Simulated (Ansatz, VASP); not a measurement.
One calculation of TiB2, two programs

INCAR

```
ALGO     = Normal         # electronic algorithm
EDIFF    = 1E-8           # SCF threshold, eV
ENCUT    = 520            # plane-wave cutoff, eV
GGA      = PE             # functional
ISIF     = 2              # what is computed and relaxed
ISMEAR   = -1             # smearing method
LASPH    = True           # aspherical terms in the spheres
LCHARG   = False          # write CHGCAR
LEFG     = True         
LREAL    = False          # projectors in reciprocal space
LWAVE    = False          # write WAVECAR
NBANDS   = 16             # bands
NELM     = 80             # most SCF steps
PREC     = Accurate       # precision mode
SIGMA    = 0.03           # smearing width, eV
```

KPOINTS

```
k-points
0
Gamma
  14 14 11
```

File POSCAR:

```
TiB2
1.0
    3.0291982016      0.0000000000      0.0000000000
   -1.5145991008      2.6233625957      0.0000000000
    0.0000000000      0.0000000000      3.2284000000
Ti B
1 2
Direct
    0.0000000000      0.0000000000      0.0000000000
    0.3333333333      0.6666666667      0.5000000000
    0.6666666667      0.3333333333      0.5000000000
```

Input for Ansatz:

```yaml
crystal:
  lattice:
    - [3.0291982016, 0.0, 0.0]
    - [-1.5145991008, 2.6233625957, 0.0]
    - [0.0, 0.0, 3.2284]
  atoms:
    - { symbol: Ti, position: [0.0, 0.0, 0.0] }
    - { symbol: B, position: [0.3333333333, 0.6666666667, 0.5] }
    - { symbol: B, position: [0.6666666667, 0.3333333333, 0.5] }
kpoints:
  mp_grid: { grid: [14, 14, 11] }
  band_path:
    path:
      - [0.0, 0.0, 0.0]
      - [0.5, 0.0, 0.0]
      - [0.3333333333, 0.3333333333, 0.0]
      - [0.0, 0.0, 0.0]
      - [0.0, 0.0, 0.5]
      - [0.5, 0.0, 0.5]
      - [0.3333333333, 0.3333333333, 0.5]
      - [0.0, 0.0, 0.5]
      - [0.5, 0.0, 0.5]
    npoints: 8
scf:
  occupations: { method: fermi_dirac, width: 0.03 }
hamiltonian:
  xc: pbe
  pseudopotentials: { kind: paw }
output:
  forces: true
  stress: true
  eigenvalues: true
  efg: { contact_densities: true }
  populations: true
  bader: true
  dos: { projected: true, de: 0.2, e_range: [-14, 8] }
```

Alike in both runs: task electric field gradients; functional PBE; k mesh 14 × 14 × 11; occupations fermi-dirac, width 0.03 eV; no spin polarisation.

|  | VASP | Ansatz |
| --- | --- | --- |
| version | VASP 6.6.1 | Ansatz 0.2.0 |
| potentials or method | VASP PAW PBE potentials, release 64 (Ti_sv, B) | PAW with Ansatz's default frozen-core files, scalar-relativistic |
| plane-wave cutoff (eV) | 520 | 420 |
| valence electrons in the cell | 18 | 18 |

|  | VASP | Ansatz | Ansatz less VASP |
| --- | --- | --- | --- |
| pressure (GPa) | 0.4 | 0.2 | -0.17 |
| largest component of the traceless stress (GPa) | 0.70 | 0.72 | +0.019 |
| Vzz of the field gradient on the site that differs most (V/Å²) | 17.9 | 20.2 | +2.25 |
